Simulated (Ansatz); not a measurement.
# InPd (Pm-3m) in Ansatz: equation of state

How stiff is InPd in PBEsol, and what volume does it want? The cell is scaled to several volumes.

All numbers are computed with Ansatz 0.2.0; they aren't measurements. Logs are shortened: lines on timing, memory, paths and dates and some standing lists are left out, and cuts for length are marked.

## 1. The structure

Symmetry: Pm-3m, No. 221, cubic system. The conventional cell has a = 3.272 Å, b = 3.272 Å, c = 3.272 Å, α = 90.00°, β = 90.00°, γ = 90.00°. In (site symmetry m-3m) has 8 Pd at 2.83 Å as nearest neighbours. Pd (site symmetry m-3m) is surrounded by 8 In at 2.83 Å.

The cell comes from a database or a generator and needn't be the stable form of this composition.

## 2. Equation of state, PBEsol

Potentials or basis: all-electron LAPW, scalar-relativistic.

This step only gathers the single runs of the series.

Results:

* Equilibrium volume: 17.12 Å³/atom
* Bulk modulus: 138 GPa
* Pressure derivative of the bulk modulus: 5.5

Energy against volume, from the lowest point:
| volume (Å³/atom) | energy (meV/atom) |
| --- | --- |
| 16.462 | 11.65 |
| 16.813 | 2.35 |
| 17.163 | 0.00 |
| 17.513 | 3.73 |
| 17.863 | 12.78 |
| 18.214 | 26.51 |
| 18.564 | 44.30 |
